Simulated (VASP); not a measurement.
## VASP 6.6.1 run: MgH$_{2}$

INCAR

```
ENCUT = 600
GGA = CA
ISIF = 3
EDIFF = 1E-7
LWAVE = .FALSE.
SIGMA = 0.02
NELM = 51
ISMEAR = -1
IBRION = 2
LREAL = .FALSE.
LASPH = .TRUE.
EDIFFG = -5E-3
NBANDS = 9
LCHARG = .FALSE.
NSW = 30
PREC = Accurate
```

KPOINTS

```
KPOINTS created by Atomic Simulation Environment
0
Gamma
4 4 4
0 0 0
```

POSCAR

```
Mg H
 1.0000000000000000
     0.0000000000000000    4.4967300000000003    4.4967300000000003
     4.4967300000000003    0.0000000000000000    4.4967300000000003
     4.4967300000000003    4.4967300000000003    0.0000000000000000
 Mg  H
   1   2
Cartesian
  0.0000000000000000 -0.0000000000000000  0.0000000000000000
  2.2483649999999997  2.2483649999999997  2.2483649999999997
  6.7450950000000010  6.7450950000000010  6.7450950000000010
```

The recommended LDA PAW datasets give the neutral cell 4 valence electrons.

Command

```
mpirun -np 1 vasp_std
```

OSZICAR

```
N       E                     dE             d eps       ncg     rms          rms(c)
DAV:   1     0.295156361465E+01    0.29516E+01   -0.11182E+03   144   0.295E+02
DAV:   2    -0.332325016474E+01   -0.62748E+01   -0.61417E+01   181   0.303E+01
DAV:   3    -0.407342492323E+01   -0.75017E+00   -0.74967E+00   205   0.122E+01
DAV:   4    -0.407814177923E+01   -0.47169E-02   -0.47167E-02   201   0.114E+00
DAV:   5    -0.407815783688E+01   -0.16058E-04   -0.16057E-04   191   0.453E-02    0.575E+00
DAV:   6    -0.205808591357E+01    0.20201E+01   -0.10246E+01   162   0.428E+00    0.165E+00
DAV:   7    -0.203123031224E+01    0.26856E-01   -0.23959E-01   163   0.112E+00    0.716E-01
DAV:   8    -0.202736929934E+01    0.38610E-02   -0.23246E-01   147   0.102E+00    0.443E-01
DAV:   9    -0.201836362461E+01    0.90057E-02   -0.13753E-01   145   0.482E-01    0.155E-01
DAV:  10    -0.201791860715E+01    0.44502E-03   -0.97650E-03   162   0.155E-01    0.437E-02
...
DAV:   1    -0.914677715836E+01   -0.50290E+01   -0.82561E+01   152   0.637E+01    0.555E+00
DAV:   2    -0.886218247083E+01    0.28459E+00   -0.60719E-01   150   0.462E+00    0.305E+00
DAV:   3    -0.871081754017E+01    0.15136E+00   -0.11710E-01   146   0.145E+00    0.457E-01
DAV:   4    -0.870085441585E+01    0.99631E-02   -0.36172E-03   148   0.281E-01    0.142E-01
DAV:   5    -0.870030420440E+01    0.55021E-03   -0.22221E-03   154   0.155E-01    0.279E-02
DAV:   6    -0.870029765639E+01    0.65480E-05   -0.65062E-05   148   0.469E-02    0.146E-02
DAV:   7    -0.870029068972E+01    0.69667E-05   -0.21516E-05   144   0.161E-02    0.135E-03
DAV:   8    -0.870029089090E+01   -0.20118E-06   -0.56761E-07   162   0.452E-03    0.113E-03
DAV:   9    -0.870029087087E+01    0.20026E-07   -0.59534E-08    73   0.827E-04
   4 F= -.87002909E+01 E0= -.86996941E+01  d E =-.668231E+01
```

Standard output (part)

```
POSCAR found type information on POSCAR MgH
 POSCAR found :  2 types and       3 ions
 LDA part: xc-table for (Slater(with rela. corr.)+CA(PZ))
 , standard interpolation
 POSCAR, INCAR and KPOINTS ok, starting setup
 WAVECAR not read
 entering main loop
 curvature:   0.00 expect dE= 0.000E+00 dE for cont linesearch  0.000E+00
 search vector abs. value=  0.414E+00
 bond charge predicted
 trial-energy change:   -0.457011  1 .order   -0.445860   -0.414468   -0.477252
 bond charge predicted
 curvature:  -2.69 expect dE=-0.244E+01 dE for cont linesearch -0.244E+01
 ZBRENT: increasing intervall
 opt :   8.9205  next Energy=    -8.078198 (dE=-0.606E+01)
 bond charge predicted
 curvature:  -4.36 expect dE=-0.158E+01 dE for cont linesearch -0.158E+01
 ZBRENT: increasing intervall
 opt :  19.4812  next Energy=   -10.414755 (dE=-0.840E+01)
 bond charge predicted
|     EEEEEEE  RRRRRR   RRRRRR   OOOOOOO  RRRRRR      ###     ###     ###     |
|     E        R     R  R     R  O     O  R     R     ###     ###     ###     |
|     E        R     R  R     R  O     O  R     R     ###     ###     ###     |
|     EEEEE    RRRRRR   RRRRRR   O     O  RRRRRR       #       #       #      |
|     E        R    R   R    R   O     O  R    R      ###     ###     ###     |
|     EEEEEEE  R     R  R     R  OOOOOOO  R     R     ###     ###     ###     |
|     Orbital orthonormalization failed in the inversion of matrix            |
...
```

VASP stopped with an error.

Task: Find the fault in these files.

Result: Cell typed in bohr. VASP stopped with an error.
